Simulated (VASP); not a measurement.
Write the native input for VASP 6.6.1 that does the following.

- Task: single point
- Functional: BLYP
- Potentials or basis: VASP PAW PBE potentials, release 64 (Ba_sv)
- Cutoff: 520 eV
- k mesh: 10 × 10 × 10
- Occupations: fermi-dirac, width 0.1 eV
- Spin: no spin polarisation
- Dipole correction: no
- Further INCAR settings: ALGO = Fast; EDIFF = 1e-06; NBANDS = 11

The structure of Ba lies in POSCAR:

```
Ba
1.0
    0.0000000000      3.1829672200      3.1829672200
    3.1829672200      0.0000000000      3.1829672200
    3.1829672200      3.1829672200      0.0000000000
Ba
1
Direct
    0.0000000000      0.0000000000      0.0000000000
```

This isn't the form of Ba at room conditions, which is bcc.

The input as run:

INCAR

```
SYSTEM = Ba
  AGGAC = 1.0
  AGGAX = 1.0
  ALDAC = 0.0
  ALDAX = 1.0
  ALGO = Fast
  EDIFF = 1E-6
  ENCUT = 520
  GGA = B5
  ISIF = 2
  ISMEAR = -1
  LASPH = .TRUE.
  LCHARG = .FALSE.
  LREAL = .FALSE.
  LWAVE = .FALSE.
  NBANDS = 11
  NELM = 60
  PREC = Accurate
  SIGMA = 0.1
```

KPOINTS

```
k-points
0
G
  10 10 10
  0 0 0
```

Potentials or basis: VASP PAW PBE potentials, release 64 (Ba_sv).

Command:

```console
$ cat potpaw_PBE.64/Ba_sv/POTCAR > POTCAR
$ mpirun -np 1 vasp_std > vasp.out
```

Results of the run:

| Item | Value |
| --- | --- |
| Pressure | 0.4 GPa |
| Band gap on the k mesh | none (metal or under the smearing width) |

Caveat: the PAW data sets were made with another functional, which shifts forces and pressure a little.

Run time: 62 s on 1 thread of Intel(R) Xeon(R) Platinum 8375C CPU @ 2.90GHz (Ice Lake), with other jobs on the host, peak memory 0.21 GiB.
